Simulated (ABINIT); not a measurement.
Runs of ABINIT 10.8.3 (patched build) on ZrC. It takes space group Fm-3m (No. 225, cubic). The conventional cell has a = 4.730 Å, b = 4.730 Å, c = 4.730 Å, α = 90.00°, β = 90.00°, γ = 90.00°. Zr (site symmetry m-3m) is surrounded by 6 C at 2.37 Å. Around C (site symmetry m-3m) lie 6 Zr at 2.37 Å. 

```tsv
task	level	potentials or basis	cell	k mesh	cutoff (eV)	dispersion computed by	fine-grid cutoff	gap on the mesh (eV)	pressure (GPa)	V0 of scaled cells (Å³/atom)	B0 (GPa)
equation of state	PBE+D4	JTH PAW PBE v2.0	as given	10 × 10 × 10	517	dftd4 4.3.1	1034.03 eV	-	-	(a)	(b)
single point	PBE	PseudoDojo NC SR PBE v0.4.1 standard	as given	8 × 8 × 8	844	-	-	none	-	-	-
equation of state	PBE+D3(BJ)	JTH PAW PBE v2.0	as given	10 × 10 × 10	517	simple-dftd3 1.7.0	1034.03 eV	-	-	12.76	230
equation of state	PBE	JTH PAW PBE v2.0	as given	10 × 10 × 10	517	-	1034.03 eV	-	-	(c)	221
equation of state	PBEsol	PseudoDojo NC SR PBEsol v0.4.1 standard	as given	10 × 10 × 10	1116	-	-	-	-	12.74	236
equation of state	PBE+D3	JTH PAW PBE v2.0	as given	10 × 10 × 10	517	simple-dftd3 1.7.0	1034.03 eV	-	-	12.81	(d)
single point	PBEsol	PseudoDojo NC SR PBEsol v0.4.1 standard	as given	10 × 10 × 10	1116	-	-	none	-8.3	-	-
single point	PBEsol	PseudoDojo NC SR PBEsol v0.4.1 standard	atoms moved at random, drawn with an rms of 0.05 Å	10 × 10 × 10	1116	-	-	none	-8.1	-	-
```

Alike in all rows: no spin polarisation; smearing fermi-dirac 0.05 eV.

**Question.** Estimate the missing entries.

**Answer.** (a) 12.86; (b) 227; (c) 13.05; (d) 231.

Caveats: pressures at fixed basis lie under the slope of the energies (some runs).

A k mesh can miss the band edges, and the runs leave out spin-orbit coupling on Zr.

A gap of «none» marks a metal or a gap under the smearing width.
